**Q:** The table lists molybdenum's levels at seven wave vectors. Some entries lie a few electronvolts below zero and others near -35 eV. Have two different things ended up in one column?

Kohn–Sham levels of body-centred cubic molybdenum (one-atom cell), calculated with GPAW 26.7.0 using the LDA functional, PAW data sets (gpaw-data 1.2.1) and a 400 eV plane-wave cutoff, without spin polarisation or spin–orbit coupling. The k mesh is 4×4×4, with Fermi–Dirac smearing of 0.05 eV, and energies are relative to the Fermi energy.

```csv
point a (reciprocal cell vector),point b (reciprocal cell vector),point c (reciprocal cell vector),level point (row),level under 4 (eV),level under 3 (eV),level under 2 (eV),level under 1 (eV),level over 1 (eV),level over 2 (eV)
0.0000,0.0000,0.0000,1,-7.03,-1.17,-1.170,-1.170,1.705,1.705
0.2500,0.2500,-0.2500,2,-3.59,-2.47,-0.448,-0.448,1.014,3.411
0.2500,0.2500,0.2500,3,-35.06,-2.41,-2.413,-2.413,2.455,2.455
0.5000,0.2500,0.2500,4,-34.54,-3.74,-2.748,-1.558,1.393,2.506
0.5000,0.5000,0.0000,5,-34.82,-34.41,-5.040,-3.136,1.698,1.746
0.5000,0.5000,0.2500,6,-34.87,-4.12,-3.126,-0.595,0.445,4.410
0.5000,0.5000,0.5000,7,-35.31,-35.31,-5.141,-5.141,4.050,4.050
```

**A:** Yes. The levels near -35 eV are the 4p shell, which is almost atomic and takes little part in bonding. The columns simply count downwards from the Fermi energy, so where few valence bands are filled, the count soon reaches that shell.

This makes the deep entries useful, because they reveal how many valence bands are filled wherever they appear: three at level points 3, 4 and 6, and two at points 5 and 7. At points 1 and 2 all four columns hold valence levels, and the total number of electrons fits four filled bands there, with three at the one distinct point of the mesh that the table leaves out. A column therefore doesn't follow one band through the crystal.

**Q:** At every point I see a gap between the highest filled and the lowest empty level, at least 1 eV wide. Why is molybdenum not a semiconductor?

**A:** A gap at one wave vector is not a gap of the crystal. Number the valence bands from the bottom and follow the third and fourth from point 1, called Γ, to point 7, called H. Both start at -1.17 eV, filled, and end at 4.05 eV, empty. A band's energy changes continuously with the wave vector, so each must pass through zero on the way. There, filled and empty states touch, and a small voltage can set electrons moving. The seven points happen to step over the crossings.

**Q:** At Γ three equal levels lie below two equal ones. Among the valence levels at H, a pair lies lowest. What has changed places?

**A:** The two families of d orbitals. Symmetry identifies the threefold level at Γ as t2g, whose lobes point between the cube axes, and the twofold one as eg, whose lobes point along the axes. At H the low pair is eg, and the upper level is t2g, of whose three members the columns have room for two.

The cause lies in the phase of the electron wave. Each atom has eight near neighbours along the cube diagonals. At Γ all atoms carry the same orbital with the same sign, and at H those eight neighbours carry the opposite sign. For t2g, equal signs give net bonding along the diagonals, while for eg they give antibonding. Reversing the sign turns bonding into antibonding and the other way round, so t2g rises from Γ to H and eg falls.

**Q:** If it's only a change of sign, the two splittings should be equal. Yet the one at H is about three times that at Γ.

**A:** The difference comes from the next shell: six atoms along the cube axes, only about 15% farther away. These carry the same sign as the central atom at both Γ and H. The eg lobes point straight at them and bond, while the t2g lobes meet them side by side and are pushed up. This shell therefore favours eg below t2g at both points. It works against the near shell at Γ and with it at H.

The size can be estimated from the standard couplings between d orbitals. Head-on ($\sigma$), side-by-side ($\pi$) and face-to-face ($\delta$) contacts have relative strengths -6, 4 and -1, and all fall with the fifth power of distance. Let $N$ be the amount by which the near shell separates the two families, and $S$ the same for the second shell. Adding up the neighbours gives

$$N = 8\left(-\tfrac{\sigma}{3}+\tfrac{4\pi}{9}-\tfrac{\delta}{9}\right)\approx 31.1,$$

$$S = \left(\tfrac{\sqrt3}{2}\right)^5(4\pi-3\sigma-\delta)\approx 17.0,$$

$$\frac{\text{splitting at H}}{\text{splitting at }\Gamma}=\frac{N+S}{N-S}=\frac{48.2}{14.1}\approx 3.4.$$

The table gives 9.191/2.875, or about 3.2. The near shell alone would give 1. No level from the table entered this estimate. Note that $N$ equals $\tfrac89(4\pi-3\sigma-\delta)$, the same combination as in $S$, so the three strengths cancel from the ratio. What remains is the arrangement of the neighbours and the assumed fifth power. The denominator is a difference, so another power or a third shell would shift the ratio noticeably. The agreement supports the two-shell picture in sign and rough size, but its closeness shouldn't be read as a precise test.

**Q:** Does the picture work at a point it wasn't made for?

**A:** Partly. The near neighbours form opposite pairs. At level point 3, called P, one atom of each pair is a quarter of a cycle ahead in phase and the other a quarter behind. Their effects on the d levels cancel. The second shell now has reversed sign, so eg should lie above t2g, and the table indeed has a pair above a triplet.

For energies the model needs a scale and a starting level, which I take from the two levels at H. It then puts the pair at P at 2.3 eV, close to the calculated 2.455 eV. The triplet comes out about 1.5 eV too high. Mixing with empty p states may contribute: symmetry allows it for the triplet at P but not for the pair, and it would push the triplet down. I haven't tested how much of the error it explains.

The same model misses the levels at Γ by up to 0.5 eV, although p mixing is forbidden there. So the model also has errors of its own, and they can be larger at other points. At level point 2 it even places the pair at -0.448 eV on the wrong side of zero; there p mixing is allowed again and would be expected to lower the pair. The model gives the order of the two families at Γ, P and H. The size of the splitting is fitted at H, close at Γ and only about two thirds of the table's at P, and it can't settle which states near the Fermi energy are filled.

**Q:** What would you expect if I replaced molybdenum by niobium, its left-hand neighbour?

**A:** Niobium has the same crystal structure and one valence electron fewer. The order of the levels follows from where the neighbours sit and how the orbitals point, so I'd expect it to survive. With fewer electrons to house, the Fermi energy should sit lower among the bands. Measured from that new zero, the d levels would move up. This is the usual argument of keeping the bands and changing their filling, and it ignores changes in the bands themselves.

**Q:** Which digits can I trust? And may I compare the levels with photoemission?

**A:** Only roughly, because the tabulated levels are plain LDA ones. A G0W0 step in the same run doesn't correct them: it treated other states, high above the Fermi energy at Γ, and its extrapolation was poor. Spin–orbit coupling is also left out, and it would split the triplet at Γ.

Then there is the zero itself. The nearest levels are -0.448 eV at point 2 and 0.445 eV at point 6, and after counting equivalent points each stands for the same number of states on the mesh. The thermal smearing balances them, which puts the Fermi energy halfway. The point missing from the table seems to have no level this close to zero, since the tabulated levels already account for the run's entropy term. A denser mesh would find states inside this window and could move the zero by some tenths of an electronvolt. All levels would then shift together, so a difference between two levels is safer than a distance from zero, and neither deserves three decimals.
